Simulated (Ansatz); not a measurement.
Crystal: LiCl.

```
Cl Li
1.0
     0.00000    2.56477    2.56477
     2.56477    0.00000    2.56477
     2.56477    2.56477    0.00000
Cl Li
1 1
Direct
  0.50000 0.50000 0.50000
  0.00000 0.00000 0.00000
```

Program: Ansatz 0.2.0. Alike in all runs: potentials or basis Ansatz PAW; no spin polarisation; cell as given.

Task: Order these runs on this cell by their band gap on the k mesh, lowest first.
A. level r2SCAN+rVV10; k mesh 9 × 9 × 9; cutoff (eV) 500; smearing fermi-dirac 0.15 eV; mesh quality not flagged
B. level PBE0; k mesh 5 × 5 × 5; cutoff (eV) 420; smearing cold 0.01 eV; points for each segment of the path 4; mesh quality coarse
C. level PBE; k mesh 9 × 9 × 9; cutoff (eV) 420; smearing fermi-dirac 0.05 eV; mesh quality not flagged

Result: C (6.33 eV), A (7.16 eV), B (8.45 eV).

Caveats: some runs use coarse meshes; odd divisions of the mesh miss points on the zone boundary, where band edges often lie, so the gap on the mesh can be too wide (some runs).

A k mesh can miss the band edges.
